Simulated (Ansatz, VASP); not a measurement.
# NaCl (V_K centre (Cl2-)) in two plane-wave programs

One calculation is typed for both programs; each brings its own data sets. How far apart do they land? The cell is taken from a series of runs on this material, whose earlier steps may have relaxed, scaled, displaced or heated it; both programs get it as it stands.

Main program and level: Ansatz 0.2.0; plane waves, with VASP 6.6.1 beside it; single point at PBE0 form with 15 % exact exchange with an exact-exchange share of 0.15.

In doubt: a hybrid run on one k-point (step 2), which bears on gaps, levels and energies.

### Step 1. The starting structure

The cell holds 128 atoms: 64 Na and 64 Cl. Cell: a = 15.845 Å, b = 15.845 Å, c = 15.845 Å, α = 60.0°, β = 60.0°, γ = 60.0°. It derives from NaCl (NaCl (Fm-3m)). Nearest the centre at fractional (0.250, 0.625, 0.375): Cl74 at 1.34 Å, Cl90 at 1.34 Å, Na27 at 2.39 Å, Na30 at 2.39 Å, Cl78 at 3.46 Å, Cl75 at 3.46 Å, Na26 at 3.47 Å, Na42 at 3.47 Å. The cell carries charge +1.

### Step 2. Ansatz: single point, PBE0 form with 15 % exact exchange with an exact-exchange share of 0.15

Ansatz runs on its PAW soft_1 files.

With cell and atoms fixed, the geometry can't cause a difference; cores, projectors, grids and the points listed under the comparison can.

input.yaml

```yaml
crystal:
  checkpoint: "../qp1_M1_trap.hrelax.run"
  host: checkpoint
total_charge: 1
basis:
  ecutwfc: 420
  xc_grid: 2
hamiltonian:
  xc: { preset: pbe0, exx: 0.15 }
  pseudopotentials: { kind: paw, azcp: { folder: soft_1 } }
kpoints:
  mp_grid: { grid: [1, 1, 1] }
magnetization:
  spin_polarized: true
  initial_magnetization: 1
  spin_locking: { lock_magnetization: hard }
scf:
  occupations: { method: fixed }
  max_iter: 60
output:
  forces: true
  charged_corrections:
    epsilon: 2.56
    static_epsilon: 6.02
    defect_position: [0.25, 0.625, 0.375]
  eigenvalues: true
  eigenstates: { localisation: true }
  populations: true
  efg: {}
  write_density: true
  write_potential: true
  volumetric_format: npy
checkpoint:
  read: "../qp1_M1_trap.hrelax.run"
  write: "../qp1_M1_trap.hyb2.run"
  compress: false
  write_wavefunctions: true
  write_every: 100000
```

The run is started by

```sh
$ ansatz run input.yaml --threads 10 --pin off --max-ram 65945MiB --backend cuda --events-out ev --progress --plain --runs-dir out
```

Numbers of over 12 decimals in the logs are rounded to 6 here.

What it wrote:

```text
Warning: checkpoint.read: hamiltonian.xc differs: saved pbe0, current {"exchange":"pbe","correlation":"pbe","exx":{"coeff":0.15,"omega":null}}; the SCF iterates under this deck's functional from the saved state
Warning: checkpoint.read: where the exact-exchange loop starts from the saved orbitals it accepts no state on its first cycle, because this run solves another Hamiltonian than the state is shown to have been converged in: a small first step does not show that the loop stands at its own fixed point
crystal.checkpoint: the structure is that of <dir>, a `relax` run, at its step 8: its result, under pbe0 at a charge of 1 e; 128 atoms read, 2 with a starting moment; this deck's functional is {"exchange":"pbe","correlation":"pbe","exx":{"coeff":0.15,"omega":null}}; crystal.structure_sha256 for this input is
Engine: ansatz 0.2.0, x86_64-unknown-linux-gnu
Pseudopotentials: kind: paw
Pseudopotential: Na, paw, valence charge 9, recommended cutoff 420 eV (normal), soft_1/Na.paw.azcp
Pseudopotential: Cl, paw, valence charge 7, recommended cutoff 420 eV (normal), soft_1/Cl.paw.azcp
Functional definition: unnamed
  parameter a_1 = 0.15
  exchange = (1 - a_1)*pbe_x + a_1*exact_x
  correlation = pbe_c
davidson cushion auto → on  (no smearing: the cushion is to keep the highest requested band from converging to the state above it; pin scf.eigensolver.cushion to override)
device memory: the entry about to start is reckoned to put 17.6 GiB on a device that reports 78.6 GiB free
GPU FFT provider: cuFFT
GPU libraries: cuBLAS 13.8.2, cuFFT 12.4.0, cuSOLVER 12.3.4
Crystal: 128 atoms, lattice volume = 2812.749 Å³
Basis set: ecut = 420 eV, 55009 PW (Γ), exchange–correlation on 216×216×216 points (8 copies of the dense FFT grid, shifted against one another)
Bands: 640, of which v1, the nominal top of the filled ones, is band 512 counted from 1 (511 counted from 0)
Symmetry: 1 space group operations
Space group: P1 (ITA 1), of the structure as read, at distance tolerance 1.4e-4 Å
Magnetic group: BNS 1.1 (UNI 1), of the structure as read, at distance tolerance 1.4e-4 Å
k-points: 1
Non-local potential: Na, projectors of the file, l = 0: 3, l = 1: 2, l = 2: 1
Non-local potential: Cl, projectors of the file, l = 0: 2, l = 1: 2, l = 2: 1
PAW form: soft (Blöchl's): semilocal exchange-correlation on the pseudo side does not see the compensation charge
PAW frozen core: Na, regenerated for the run's functional, and the local potential with it (the file was generated under x = pbe(κ = 0.804, μ = 0.219515), c = pbe(β = 0.066725))
PAW frozen core: Cl, regenerated for the run's functional, and the local potential with it (the file was generated under x = pbe(κ = 0.804, μ = 0.219515), c = pbe(β = 0.066725))
PAW one-centre angular grid: Na, 110 points (default); XC on 64 Gauss nodes
PAW one-centre angular grid: Cl, 110 points (default); XC on 64 Gauss nodes
Initial density: read from a saved state, or passed on in memory by an earlier SCF of this step, an earlier step, the calling program or the single point that the run made first
Starting moments: Σ|m| = 1 μB on 2 of 128 sites; this step starts from the density that it was given
Initial wavefunctions: those read from a saved state, or passed on in memory by an earlier step or the calling program
GPU buffer pool allocated for 1259712 grid points (all kernels)
GPU transforms: local potential and band sums: pruned to the plane-wave sphere, on 108×108×108
Functional: x = 0.85 pbe(κ = 0.804, μ = 0.219515) + 0.15 exact, c = pbe(β = 0.066725)
Frozen-core exchange: fock
iter 1 solved again at ethr=5.62e-6 eV; its pass at ethr=1.00e-1 eV (dr2=5.75e-2 eV) is discarded
SCF iter   1: F=—  HF=-164501.236317 eV  |F-HF|=—  |Δ(HF+E_count)|=         —  Δρ=1.03e-3 (↑1.02e-3 ↓1.03e-3)  dr2=5.62e-2  dr2_m=1.32e-4  M=1.000 μB ∫|m|=1.119 μB  β_m=0.30  ethr=5.62e-6  ⟨swp⟩=6.0  Hψ=7092  notcnv=0
preconditioner: auto → none  [insulator: Δε(μ)=1.330 eV  Ē_g=13.859 eV  n_scr=560 (ndim 8)  ℏωp=15.8 eV  f_vac=0.039]
SCF iter   2: F=—  HF=-164501.247099 eV  |F-HF|=—  |Δ(HF+E_count)|=   1.08e-2  Δρ=6.49e-4 (↑6.38e-4 ↓6.49e-4)  dr2=2.24e-2  dr2_m=1.13e-4  M=1.000 μB ∫|m|=1.101 μB  β_m=0.50  ethr=5.30e-6  ⟨swp⟩=3.0  Hψ=2840  notcnv=0
iter 3 solved again at ethr=1.03e-7 eV; its pass at ethr=2.18e-6 eV (dr2=1.05e-3 eV) is discarded
SCF iter   3: F=—  HF=-164501.238424 eV  |F-HF|=—  |Δ(HF+E_count)|=   8.68e-3  Δρ=1.53e-4 (↑1.53e-4 ↓1.52e-4)  dr2=1.09e-3  dr2_m=1.51e-5  M=1.000 μB ∫|m|=1.097 μB  β_m=0.54  ethr=1.03e-7  ⟨swp⟩=3.5  Hψ=6417  notcnv=0
SCF iter   4: F=—  HF=-164501.237733 eV  |F-HF|=—  |Δ(HF+E_count)|=   6.90e-4  Δρ=4.65e-5 (↑4.45e-5 ↓4.65e-5)  dr2=1.18e-4  dr2_m=4.61e-6  M=1.000 μB ∫|m|=1.096 μB  β_m=0.62  ethr=1.03e-7  ⟨swp⟩=4.0  Hψ=3605  notcnv=0
[...]
--- Löwdin populations: 128 sites ---
  site symbol       q [e]    m [muB]
     0     Na      8.2950    -0.0000
     1     Cl      7.6684    -0.0000
     2     Na      8.2949    -0.0000
     3     Cl      7.6678     0.0001
     4     Na      8.2938    -0.0000
     5     Cl      7.6684     0.0000
     6     Na      8.2942     0.0000
     7     Cl      7.6678    -0.0000
     8     Na      8.2936     0.0000
     9     Cl      7.6681     0.0001
    10     Na      8.2934    -0.0000
    11     Cl      7.6670     0.0029
    12     Na      8.2932    -0.0000
    13     Cl      7.6662     0.0004
    14     Na      8.2950    -0.0000
    15     Cl      7.6684    -0.0000
    16     Na      8.2934    -0.0000
    17     Cl      7.6670     0.0029
    18     Na      8.2948    -0.0000
    19     Cl      7.3147     0.4845
    20     Na      8.2887     0.0006
    21     Cl      7.6711    -0.0001
    22     Na      8.2950    -0.0000
    23     Cl      7.6678     0.0001
[...]
120     Na      8.2933    -0.0000
   121     Cl      7.6680     0.0000
   122     Na      8.2926    -0.0000
   123     Cl      7.6669     0.0030
   124     Na      8.2949    -0.0000
   125     Cl      7.6679     0.0000
   126     Na      8.2932    -0.0000
   127     Cl      7.6685    -0.0000
  spilling = 0.002105 (of n_electrons = 1023.000000)
```

The column dr2 measures how far the density is from self-consistency, as an energy; F and HF (Harris–Foulkes) agree once it is small.

### Step 3. VASP: single point, PBE0 form with 15 % exact exchange with an exact-exchange share of 0.15

The same cell, functional and mesh now go to VASP, with its own data sets.

Lines of VASP's logs that name or quote its potential files are left out, and so is its time.

The run reads the wave functions of an earlier VASP run, which isn't shown here.

INCAR

```
SYSTEM = NaCl
PREC = Accurate
ENCUT = 400
EDIFF = 1E-06
NELM = 100
ISMEAR = 0
SIGMA = 0.01
LREAL = Auto
ALGO = Normal
LHFCALC = .TRUE.
AEXX = 0.15
GGA = PE
LASPH = .TRUE.
NELECT = 895
NBANDS = 537
ISPIN = 2
MAGMOM = 0 -0 -0 0 0 -0 0 0 -0 -0 0 -0 0 0 -0 -0 0 -0 0 0 0 0 -0 0 0 -0 -0 -0 -0 -0 -0 0 0 0 -0 0 0 -0 -0 0 -0 -0 0 0 -0 0 -0 -0 -0 0 0 0 0 0 0 -0 0 -0 0 0 0 0 -0 0 -0 0 0 -0 0 0 0 -0 0 0.41 -0 0 0 -0 0 0 0 0 -0 -0 0 -0 0 0 -0 0.41 0 0 0 0 0 -0 -0 0 0 0 0 0 0 -0 0 0 0 0 0 0 0 0 0 0 -0 0 0 0 0 0 0 0 0 0 0 0 0 -0
PRECFOCK = Fast
LORBIT = 11
LWAVE = .FALSE.
LCHARG = .FALSE.
ISIF = 2
NUPDOWN = 1
```

POSCAR

```
NaCl
1.0
    0.0000000000     11.2038425397     11.2038425397
   11.2038425397      0.0000000000     11.2038425397
   11.2038425397     11.2038425397      0.0000000000
Na Cl
64 64
Direct
    0.9975900151      0.0028454753      0.9970640176
    0.9977919083      0.0040337164      0.2485904805
    0.9990279837      0.0029565525      0.4992114191
[... 7 atom lines left out ...]
    0.9943181767      0.4914941397      0.5084505406
    0.9977740151      0.4986837487      0.7539603912
[... 1 atom line left out ...]
    0.9943448671      0.7585445595      0.2414002982
    0.9999117284      0.7543072146      0.5042310381
    0.9990178861      0.7493078443      0.7528717754
[... 1 atom line left out ...]
    0.2498065171      0.0040389011      0.2485938635
[... 4 atom lines left out ...]
    0.2505998127      0.2458375651      0.5011946205
[... 2 atom lines left out ...]
    0.2585669986      0.4958976367      0.2457915268
    0.2503065945      0.4740389204      0.5255373291
    0.2497942138      0.4986866213      0.7539626245
    0.2506066445      0.7512921217      0.9957387774
    0.2503504751      0.7756351640      0.2239045887
    0.2417639973      0.7542573822      0.5042018548
[... 6 atom lines left out ...]
    0.5012714774      0.2470923409      0.2505856943
    0.5025926183      0.2458450289      0.5011870079
[... 2 atom lines left out ...]
    0.5000048237      0.4958636583      0.2457834987
    0.5059566541      0.4914837277      0.5084475247
[... 1 atom line left out ...]
    0.5026027836      0.7512847364      0.9957403377
    0.5059793015      0.7585578256      0.2413766345
[... 23 atom lines left out ...]
    0.1259619818      0.3793329131      0.3755604276
    0.1210572937      0.3703613524      0.6294942709
[... 1 atom line left out ...]
    0.1259721570      0.6256609278      0.1292274966
    0.1649809438      0.6253972188      0.3752741015
    0.1249746561      0.6217723353      0.6284629421
[... 1 atom line left out ...]
    0.1210814913      0.8795898214      0.1202505453
    0.1250240510      0.8784759441      0.3716862357
    0.1234688529      0.8755467348      0.6254608330
[... 5 atom lines left out ...]
    0.3767596227      0.3744850054      0.1243903636
    0.3756060514      0.3709963252      0.3780214283
    0.3792938556      0.3703780519      0.6294873548
[... 1 atom line left out ...]
    0.3756206809      0.6281129918      0.1209200691
    0.3345718674      0.6253253485      0.3752162291
    0.3743765710      0.6243567772      0.6207325465
[... 1 atom line left out ...]
    0.3793066905      0.8795981529      0.1202625887
    0.3743801479      0.8708391795      0.3742620101
[... 6 atom lines left out ...]
    0.6246110776      0.3744733631      0.1243796968
    0.6193956255      0.3793219213      0.3755552620
[... 2 atom lines left out ...]
    0.6194070930      0.6256561471      0.1292149705
    0.6200906001      0.6250191793      0.3749187633
[... 15 atom lines left out ...]
    0.8802071467      0.6250213340      0.3749231457
    0.8807185341      0.6243503454      0.6207688585
[... 2 atom lines left out ...]
    0.8807241804      0.8708634905      0.3742598208
    0.8757202614      0.8755777314      0.6254768523
    0.8750897313      0.8746540932      0.8753926070
```

KPOINTS

```
Automatic mesh
0
Gamma
1 1 1
0 0 0
```

PAW data sets: Na_pv and Cl (PBE family, release 64).

The run is started by

```sh
$ export OMP_NUM_THREADS=3
$ mpirun -np 1 vasp_gam
```

What it wrote:

```text
[banner, memory and clock lines left out]
running    1 mpi-ranks, on    1 nodes
[...]
Offloading initialized ...    1 GPUs detected
[...]
LDA part: xc-table for (Slater+PW92), standard interpolation
 found WAVECAR, reading the header
 POSCAR, INCAR and KPOINTS ok, starting setup
[...]
reading WAVECAR
 the WAVECAR file was read successfully
 initial charge from wavefunction
 entering main loop
       N       E                     dE             d eps       ncg     rms          rms(c)
DAV:   1    -0.494621053905E+03   -0.49462E+03   -0.37067E+00  2296   0.315E+00    0.231E+00
DAV:   2    -0.494656908001E+03   -0.35854E-01   -0.31244E-01  2792   0.142E+00    0.136E+00
DAV:   3    -0.494652457230E+03    0.44508E-02   -0.22118E-02  2928   0.378E-01    0.802E-01
DAV:   4    -0.494651244286E+03    0.12129E-02   -0.36334E-03  2584   0.123E-01    0.509E-01
[...]
DAV:  17    -0.494650436304E+03    0.18138E-05   -0.84437E-07  1512   0.300E-03    0.301E-03
DAV:  18    -0.494650435070E+03    0.12340E-05   -0.71305E-07  1496   0.261E-03    0.247E-03
DAV:  19    -0.494650434225E+03    0.84493E-06   -0.56075E-07  1464   0.225E-03
   1 F= -.49465043E+03 E0= -.49465043E+03  d E =-.118818E-17  mag=     1.0000
```

OUTCAR, selected parts (step 3):

```text
 magnetization (x)
# of ion       s       p       d       tot
------------------------------------------
    1       -0.000   0.000   0.000  -0.000
    2       -0.000  -0.000   0.000  -0.000
    3       -0.000  -0.000   0.000  -0.000
    4       -0.000   0.000   0.000  -0.000
    5       -0.000   0.000   0.000   0.000
    6       -0.000  -0.000   0.000  -0.000
    7       -0.000   0.000   0.000   0.000
    8       -0.000   0.000   0.000  -0.000
    9       -0.000  -0.000   0.000  -0.000
   10       -0.000  -0.000   0.000  -0.000
   11       -0.000   0.000   0.000   0.000
   12       -0.000  -0.000   0.000  -0.000
   13       -0.000   0.000   0.000   0.000
[...]
--------------------------------------------------
tot          0.024   0.752   0.000   0.776

[... 1 further part left out ...]
```

The run ends at a pressure of 0.53 GPa, with forces up to 0.080 eV/Å.

### Step 4. Comparison

Known differences besides the potentials themselves: exact exchange at q = 0 is treated differently, which shows on coarse meshes; VASP keeps PBE cores, Ansatz makes them for the functional; fixed occupations in Ansatz, narrow Gaussian smearing in VASP; the cutoff is 420 eV in Ansatz and 400 eV in VASP (PREC = Accurate, projectors in real space); VASP takes a coarser grid for exact exchange (PRECFOCK = Fast); site moments are counted in spheres of each program's own size. Total energies have different zeros and are not compared.

The two programs side by side:

```
                             quantity  Ansatz  VASP  difference
total moment, fixed by the input (μB)    1.00  1.00        0.00
                  moment on Cl90 (μB)    0.41  0.37       +0.04
                  moment on Cl74 (μB)    0.41  0.37       +0.04
```

At this near-relaxed geometry the largest component of a force difference is 5 meV/Å. The cell carries a charge of +1 e against a uniform background, so its pressure also hangs on how the neutralising background is counted, and in a defect's cell a gap may be the spacing between its levels.

### Step 5. Outcome

| Quantity | Value |
| --- | --- |
| difference in moment on Cl90 (single point, PBE0 form with 15 % exact exchange with an exact-exchange share of 0.15) | 0.039 μB |

What this shows: The difference in moment on Cl90 is 0.039 μB (single point, PBE0 form with 15 % exact exchange with an exact-exchange share of 0.15). The data sets hold unlike numbers of valence electrons (1023 in Ansatz and 895 in VASP), so part of the differences comes from the potentials. Such differences can come from data sets, numerical settings and the points named under the comparisons, not from the functional's error against experiment.

[Lines on the potential files, build, host, timing and source positions are cut from VASP's logs without a mark.]

[Logs are printed without paths, hosts, clocks, repeated set-up lines and the standing remarks that a program may print on its own settings, such as how far it seeks lower states.]

[Hosts, paths, dates, database ids (printed as entryN), source tags and the programs' standing remarks are cut or masked in the printed files.]
